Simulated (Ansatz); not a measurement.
# Pressure coefficients of SnS2

Space group P-3m1 (No. 164). a = 3.598 Å, b = 3.598 Å, c = 5.494 Å, α = 90.00°, β = 90.00°, γ = 120.00°
| atom | site | symmetry | x | y | z |
| --- | --- | --- | --- | --- | --- |
| Sn | 1a | -3m. | 0.0000 | 0.0000 | 0.0000 |
| S | 2d | 3m. | 0.6667 | 0.3333 | 0.2639 |

The runs use the primitive cell with vectors (3.598, 0.000, 0.000), (-1.799, 3.116, 0.000), (0.000, 0.000, 5.494) Å, to which the k mesh refers.

The cell comes from COD entry 7038081, which wasn't checked; take it as a given geometry.

Spin–orbit coupling is left out, though it moves levels of the heavy atoms by tenths of an eV or more.

Level of theory: Ansatz 0.2.0, DFT, PBEsol, all-electron LAPW, scalar-relativistic.

Sampling and basis: a Γ-centred 10×10×6 k mesh, Fermi–Dirac smearing of 0.01 eV, basis error target 1 meV/atom, no spin polarisation.

The cell is scaled evenly with fractional coordinates held. Semilocal gaps are too small, but their slopes carry over better.

```
V/V(cell)  P (GPa)  gap on the k mesh (eV)
   0.9400    13.34                   1.069
   0.9600    10.46                   1.045
   0.9800     7.87                   1.022
   0.9900     6.68                   1.010
   1.0000     5.56                   0.999
   1.0100     4.49                   0.987
   1.0200     3.47                   0.975
   1.0400     1.60                   0.951
```

(1) From the rows at 0.9900 and 1.0100, what is the bulk modulus at the cell's volume?

(2) What are the gap's volume deformation potential and pressure coefficient?

(3) Predict the row at V/V(cell) = 1.0600. How far is a linear estimate of P off?

Results:

(1) B = −ΔP/Δln V = −[(4.49) − (6.68)]/0.02000 = 109.5 GPa. This is the modulus at 5.56 GPa, not at zero pressure.

(2) dEg/dln V = (0.987 − 1.010)/0.02000 = -1.15 eV, and dEg/dP = −(dEg/dln V)/B = 11 meV/GPa: pressure widens the gap.

(3) P = -0.07 GPa, gap 0.925 eV. The linear estimate P(cell) − B ln(V/V(cell)) = -0.82 GPa misses by 0.75 GPa, since the modulus falls on expansion.
